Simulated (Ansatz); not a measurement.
A generator proposed this cell of Al2O3.

Space group I4_1/amd:1 (No. 141). a = 5.595 Å, b = 5.595 Å, c = 19.383 Å, α = 90.00°, β = 90.00°, γ = 90.00°
```
atom  site  symmetry       x       y       z
  Al    8e      2mm. 0.0000  0.0000  0.0833
   O    4a      -4m2  0.0000  0.0000  0.0000
   O    8c     .2/m. 0.0000  0.2500  0.1250
```

Computed with DFT PBE, scalar-relativistic, plane waves, PAW (Ansatz 0.2.0). Cutoff 420 eV; k points 4×4×4 on the computed 10-atom cell (Γ-centred); Gaussian smearing, width 0.10 eV; no spin polarisation.

Energies over the elements count from the elements' standard structures at the same level (O₂ as a molecule), with no fitted energy shifts.

**Question.** Estimate its pressure, forces and energy as it stands.

**Answer.** The pressure is 9.0 GPa (the mean over three directions, positive in compression), the largest force is 0.04 eV/Å, and the energy is −2.30 eV/atom against the elements. The shortest distance is 1.62 Å.

**Question.** Is it a good guess?

**Answer.** A fair one: relaxing gains about 0.10 eV/atom in 11 ionic steps and ends at −2.407 eV/atom on the finer mesh. The symmetry stays I4_1/amd (No. 141). The volume per atom grows by 13.8 %, from 30.3 to 34.5 Å³. The shortest distance goes from 1.62 Å (Al–O) to 1.68 Å (Al–O). Conventional cell: a = 5.850 Å, c = 20.187 Å. Al has 3 O at 1.68–1.69 Å; O on a site of symmetry -4m2 is surrounded by 2 Al at 1.68 Å; O on a site of symmetry 2/m has 2 Al at 1.69 Å.

The last run used a 6×6×6 mesh for its 10-atom cell and Gaussian smearing of 0.02 eV. The relaxation can't lower the symmetry of the start, and the grade says only how near the guess is to its own end. Symmetry constrained the relaxation, so the result can be a saddle point.
